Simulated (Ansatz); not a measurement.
Wanted: the native input for an Ansatz 0.2.0 run.

```
Task                : single point
Functional          : PBE
Potentials or basis : Ansatz PAW
Cutoff              : 600 eV
Density cutoff      : 2400 eV
k mesh              : 13 × 13 × 13
Occupations         : fermi-dirac, width 0.05 eV
Spin                : no spin polarisation
```

Cu:

```xyz
1
Lattice="0.0000 1.8075 1.8075 1.8075 0.0000 1.8075 1.8075 1.8075 0.0000" Properties=species:S:1:pos:R:3 pbc="T T T"
Cu    0.0000    0.0000    0.0000
```

One way to write it, as run:

input.yaml

```yaml
crystal:
  lattice:
    - [0.0, 1.8075, 1.8075]
    - [1.8075, 0.0, 1.8075]
    - [1.8075, 1.8075, 0.0]
  atoms:
    - { symbol: Cu, position: [0.0, 0.0, 0.0] }
hamiltonian:
  xc: pbe
  pseudopotentials: { kind: paw }
kpoints:
  mp_grid: { grid: [13, 13, 13] }
scf:
  occupations: { method: fermi_dirac, width: 0.05 }
basis:
  ecutwfc: "600 eV"
output:
  forces: true
  stress: true
  eigenvalues: true
```

Potentials or basis: Ansatz PAW.

Command:

```sh
$ ansatz run input.yaml --threads 2 --pin off --max-ram 5120MiB --backend cpu --events-out ev --progress --plain --runs-dir out
```

It gave:

* Pressure: 1.6 GPa
* Band gap on the k mesh: none (metal or under the smearing width)

It took 0.72 s on 2 threads of Arm Neoverse V2, on a shared host, peak memory 0.28 GiB.
